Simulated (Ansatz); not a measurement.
## RbBr: from a first guess to the relaxed wurtzite type

First guess:

```yaml
crystal:
  lattice:
    - [4.55586, 0.00000, 0.00000]
    - [-2.27793, 3.94549, 0.00000]
    - [0.00000, 0.00000, 7.42605]
  atoms:
    - { symbol: Rb, position: [0.33333, 0.66667, 0.00000] }
    - { symbol: Rb, position: [0.66667, 0.33333, 0.50000] }
    - { symbol: Br, position: [0.33333, 0.66667, 0.37600] }
    - { symbol: Br, position: [0.66667, 0.33333, 0.87600] }
```

Computed with Ansatz 0.2.0, DFT, PBE, PAW with Ansatz's default frozen-core files, scalar-relativistic.

Cell and atoms relax within the symmetry of the start on a 10×10×6 k mesh with 0.05 eV Fermi–Dirac smearing.

The start is built from a prototype, known or not as a phase of this compound; the cutoff is 420 eV.

What is the pressure of the first guess?

17.36 GPa.

What does it relax to?

a = 5.942 Å, b = 5.942 Å, c = 6.957 Å, α = 90.00°, β = 90.00°, γ = 120.00° (conventional cell), 53.18 Å³ per atom:
Space group P6_3/mmc (No. 194). a = 5.942 Å, b = 5.942 Å, c = 6.957 Å, α = 90.00°, β = 90.00°, γ = 120.00°
```tsv
atom	site	symmetry	x	y	z
Rb	2d	-6m2	0.3333	0.6667	0.7500
Br	2c	-6m2	0.3333	0.6667	0.2500
```
It has left the symmetry of the starting type.

How much energy does the relaxation release?

866 meV/atom.
